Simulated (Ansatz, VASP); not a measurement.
# Ir: VASP beside Ansatz

```
Ir
1.0
     0.00000    1.94496    1.94496
     1.94496    0.00000    1.94496
     1.94496    1.94496    0.00000
Ir
1
Direct
  0.00000 0.00000 0.00000
```

Change from the starting cell: volume scaled by 1.04.

Alike in both runs: task single point; functional PBE; k mesh 15 × 15 × 15; occupations fermi-dirac, width 0.05 eV; no spin polarisation.

|  | VASP | Ansatz |
| --- | --- | --- |
| version | VASP 6.6.1 | Ansatz 0.2.0 |
| potentials or method | VASP PAW PBE potentials, release 64 (Ir), cutoff 520 eV | all-electron LAPW, scalar-relativistic |

```tsv
	VASP	Ansatz	Ansatz less VASP
pressure (GPa)	-4.6	-5.1	-0.49
```

Ansatz ran all-electron here, so the differences hold the error of VASP's frozen core and of both bases.

The runs have no spin-orbit coupling, so splittings on Ir are missing.
